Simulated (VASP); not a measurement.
Write the native input for VASP 6.6.1 that does the following.

| Item | Value |
| --- | --- |
| Task | single point |
| Functional | PBE |
| Potentials or basis | VASP PAW PBE potentials, release 64 (C) |
| Cutoff | 520 eV |
| k mesh | 11 × 11 × 11 |
| Occupations | fermi-dirac, width 0.02 eV |
| Spin | no spin polarisation |
| Further INCAR settings | ALGO = Normal; EDIFF = 1e-06 |

The structure of C lies in POSCAR:

```
C
1.0
    0.0000000000      1.7833700000      1.7833700000
    1.7833700000      0.0000000000      1.7833700000
    1.7833700000      1.7833700000      0.0000000000
C
2
Direct
    0.0000000000      0.0000000000      0.0000000000
    0.2500000000      0.2500000000      0.2500000000
```

This isn't the form of C at room conditions, which is graphite.

These files were run (other wordings do the same):

INCAR

```
  PREC = Accurate
  ENCUT = 520
  EDIFF = 1E-6
  ISMEAR = -1
  SIGMA = 0.02
  LREAL = False
  LASPH = True
  NELM = 100
  ALGO = Normal
  ISIF = 2
  LWAVE = False
  LCHARG = True
  GGA = PE
  LVHAR = True
  KPAR = 4
```

KPOINTS

```
regular mesh
0
Gamma
  11 11 11
```

Potentials or basis: VASP PAW PBE potentials, release 64 (C).

The run is started by

```sh
$ cat potpaw_PBE.64/C/POTCAR > POTCAR
$ mpirun -np 4 vasp_std > vasp.out
```

Results of the run:

```yaml
Pressure: 2.5 GPa
Band_gap_on_the_k_mesh: 4.13 eV, indirect (least direct gap 5.59 eV)
```

Caveat: an odd mesh through Γ misses points on the zone boundary, where band edges often lie.

Wall time 4.9 s on 4 MPI ranks on Intel(R) Xeon(R) Platinum 8375C CPU @ 2.90GHz (Ice Lake) (shared host), peak memory 0.11 GiB a rank.
